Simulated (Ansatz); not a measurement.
Set up this calculation in Ansatz 0.2.0, as the native input.

```yaml
Task: relaxation of cell and atoms
Functional: PBE
Potentials_or_basis: Ansatz PAW
Cutoff: "420 eV (not typed: the program's choice for these potentials)"
k_mesh: 10 × 10 × 9
Occupations: fermi-dirac, width 0.05 eV
Spin: no spin polarisation
Hubbard_terms: Ta d U = 4 eV
Hubbard_projectors: ortho-atomic (the default)
Double_counting: fll (the default)
```

TaN:

```
Ta N
1.0
     2.93800    0.00000    0.00000
    -1.46900    2.54438    0.00000
     0.00000    0.00000    2.88300
Ta N
1 1
Direct
  0.33333 0.66667 0.50000
  0.00000 0.00000 0.00000
```

One way to write it, as run:

input.yaml

```yaml
crystal:
  lattice:
    - [2.93800111, 0.0, 0.0]
    - [-1.46900055, 2.5443836, 0.0]
    - [0.0, 0.0, 2.88300221]
  atoms:
    - { symbol: Ta, position: [0.3333333333, 0.6666666667, 0.5] }
    - { symbol: "N", position: [0.0, 0.0, 0.0] }
hamiltonian:
  xc: pbe
  pseudopotentials: { kind: paw }
  hubbard: { sites: [{ species: Ta, l: d, u_eff: 4.0 }] }
kpoints:
  mp_grid: { grid: [10, 10, 9] }
scf:
  occupations: { method: fermi_dirac, width: 0.05 }
output:
  forces: true
  stress: true
  eigenvalues: true
relax:
  f_tol: 0.01
  max_steps: 40
  cell: { stress_tol: 0.05 }
```

Potentials or basis: Ansatz PAW.

The run is started by

```sh
$ ansatz run input.yaml --threads 2 --pin off --max-ram 5632MiB --backend cpu --events-out ev --progress --plain --runs-dir out
```

It gave:

| Quantity | Value |
| --- | --- |
| Relaxed volume | 11.04 Å³/atom |
| Relaxed cell | a = 2.965 Å, b = 2.965 Å, c = 2.902 Å, α = 90.00°, β = 90.00°, γ = 120.00° |
| Space group after relaxing (to 0.05 Å) | P-6m2 (No. 187) |
| Energy gained by relaxing | 6.9 meV/atom |
| Ionic steps | 7 |
| Pressure after relaxing | 0.0 GPa |
| Band gap on the k mesh | none (metal or under the smearing width) |

Caveat: the plane-wave basis is chosen anew once the cell has moved, so the energies of steps on either side of that aren't comparable; the pressure holds a Pulay correction of +0.4 GPa for the finite cutoff; U without spin polarisation on a metal has little footing.

Wall time 19 s on 2 threads of Intel(R) Xeon(R) Platinum 8259CL CPU @ 2.50GHz (Skylake/Cascade Lake), on a shared host, peak memory 0.36 GiB.
